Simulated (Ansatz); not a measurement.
# Two states of Gd

```xyz
4
Lattice="5.5571 3.2303 0.0097 -1.8422 3.2127 -0.0045 3.7109 0.0071 5.9176" Properties=species:S:1:pos:R:3 pbc="T T T"
Gd   -0.0094    2.1165    1.5162
Gd    3.7049    2.1449    1.5692
Gd    3.7996    4.4822    4.3532
Gd    7.4222    4.4562    4.3611
```

Single point in Ansatz 0.2.0 with PBE, with U = 3.29 eV and J = 0.91 eV on Gd f (all-electron-ortho-atomic projectors). Cutoff 420 eV, PAW datasets, 3×5×3 Γ-centred k mesh, fermi-dirac filling (width 0.1 eV).

State A: Gd1 up, Gd2 up, Gd3 up, Gd4 up (collinear spin). State B: Gd1 up, Gd2 down, Gd3 down, Gd4 up (collinear spin).

Task: Compare the two self-consistent states.

Result: State A is lower by 36.5 meV an atom at zero smearing; in free energy at this smearing B lies +26.4 meV an atom from A.

```json
{"state": "A", "free energy (meV/atom)": "0.0", "largest moment in a small sphere (μB)": "7.42", "net moment (μB/cell)": "31.12", "gap on mesh (eV)": "metal", "pressure (GPa)": "-1.3", "largest force (eV/Å)": "0.46"}
{"state": "B", "free energy (meV/atom)": "26.4", "largest moment in a small sphere (μB)": "7.33", "net moment (μB/cell)": "0.00", "gap on mesh (eV)": "metal", "pressure (GPa)": "-1.5", "largest force (eV/Å)": "0.50"}
```

Origin: a strained cell with displaced atoms, so it need not be a known compound. Caveats: the k mesh is coarse if the cell is a metal.
